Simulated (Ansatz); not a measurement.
**Si under changes of volume**

One of the cells (21.259 Å³/atom); the others are scaled copies at fixed shape and fractional positions:

```
Si
1.0
    -3.32544    3.32544    1.92239
     3.32544   -3.32544    1.92239
     3.32544    3.32544   -1.92239
Si
4
Direct
  0.82120 0.17880 0.00000
  0.17880 0.82120 0.00000
  0.82120 0.82120 0.64240
  0.17880 0.17880 0.35760
```

This isn't the form of Si at room conditions, which is diamond.

| Quantity | Value |
| --- | --- |
| Program | Ansatz 0.2.0 |
| Functional | LDA |
| Potentials or basis | all-electron LAPW, scalar-relativistic |
| Cutoff | 200 eV (chosen from the basis error) |
| Basis error allowed | 0.002 eV/atom |
| k mesh | 8 × 8 × 8 |
| Occupations | fermi-dirac, width 0.05 eV |
| Spin | no spin polarisation |

```tsv
volume (Å³/atom)	energy over the lowest point (meV/atom)	pressure (GPa)	gap on the mesh (eV)	largest force (eV/Å)
19.983	9.27	3.8	0.04	0.065
20.409	1.98	1.7	0.11	0.034
20.834	0.00	-0.2	0.15	0.004
21.259	2.79	-1.9	0.15	0.025
21.684	?	?	?	?
22.109	20.82	-4.8	0.15	0.076
22.534	35.21	-6.0	0.14	0.099
```

What does the run at 21.684 Å³/atom give?

Energy over the lowest point 9.87 meV/atom; pressure -3.4 GPa; gap on the mesh 0.15 eV; largest force 0.051 eV/Å.

Worked out: A Birch-Murnaghan fit of order 3 (a polynomial in V^(-2/3)) to the other rows has its minimum at 20.79 Å³/atom with B0 = V·E''(V) = 89 GPa and B' = 4.2 at fixed shape and positions, which overstates the stiffness. It gives 9.88 meV/atom at 21.684 Å³/atom, against the run's 9.87, and -dE/dV = -3.4 GPa, against -3.4.

Energies are extrapolated to zero smearing.

A mesh can miss the band edges.
